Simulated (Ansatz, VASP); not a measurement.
## Two plane-wave programs on Ga

File POSCAR:

```
Ga
1.0
    2.7179413345      0.0000000000      0.0000000000
    0.0000000000      2.7179413345      0.0000000000
    0.0000000000      0.0000000000      2.7179413345
Ga
1
Direct
    0.0000000000      0.0000000000      0.0000000000
```

File INCAR.step1:

```
ALGO = Normal
EDIFF = 1E-4
ENCUT = 600
GGA = PE
ISMEAR = 0
LASPH = True
LCHARG = False
LREAL = False
LWAVE = True
NELM = 100
PREC = Accurate
SIGMA = 0.1
```

The input INCAR.step2:

```
ALGO = Normal
EDIFF = 1E-6
EDIFFG = -0.01
ENCUT = 600
IBRION = 2
ISIF = 3
ISMEAR = 0
ISTART = 1
LASPH = True
LCHARG = False
LMIXTAU = True
LREAL = False
LWAVE = False
METAGGA = R2SCAN
NELM = 100
NSW = 100
PREC = Accurate
SIGMA = 0.1
```

File KPOINTS:

```
k-points
0
Gamma
  20 20 20
```

Input for Ansatz:

```yaml
crystal:
  lattice:
    - [2.7179413345, 0.0, 0.0]
    - [0.0, 2.7179413345, 0.0]
    - [0.0, 0.0, 2.7179413345]
  atoms:
    - { symbol: Ga, position: [0.0, 0.0, 0.0] }
basis:
  ecutwfc: 500
kpoints:
  mp_grid: { grid: [20, 20, 20] }
hamiltonian:
  xc: r2scan
scf:
  occupations: { method: gaussian, width: 0.1 }
output:
  forces: true
  stress: true
  eigenvalues: true
relax:
  adjacent_minimum: "off"
  f_tol: 0.01
  max_steps: 80
  cell: { stress_tol: 0.05 }
```

Alike in both runs: task relaxation of cell and atoms; functional r2SCAN; k mesh 20 × 20 × 20; occupations gaussian, width 0.1 eV; no spin polarisation.

```csv
,VASP,Ansatz
version,VASP 6.6.1,Ansatz 0.2.0
potentials or method,"VASP PAW PBE potentials, release 64 (Ga_d)","scalar-relativistic, plane waves, PAW"
plane-wave cutoff (eV),600,500
valence electrons in the cell,13,13
```

|  | VASP | Ansatz | Ansatz less VASP |
| --- | --- | --- | --- |
| gap on the k mesh at the Fermi level, each at its own relaxed structure (eV) | none | none | - |
| relaxed volume (Å³/atom) | 19.04 | 19.05 | +0.008 |
| relaxed cell length with the largest relative difference (Å) | 2.670 | 2.671 | +0.0004 |
| energy change over the relaxation (meV/atom) | -10 | -9 | +0.4 |

A gap of «none» marks a metal or a gap that the smearing closes.

Caveats: the PAW data sets were made with another functional, which shifts forces and pressure a little (VASP).
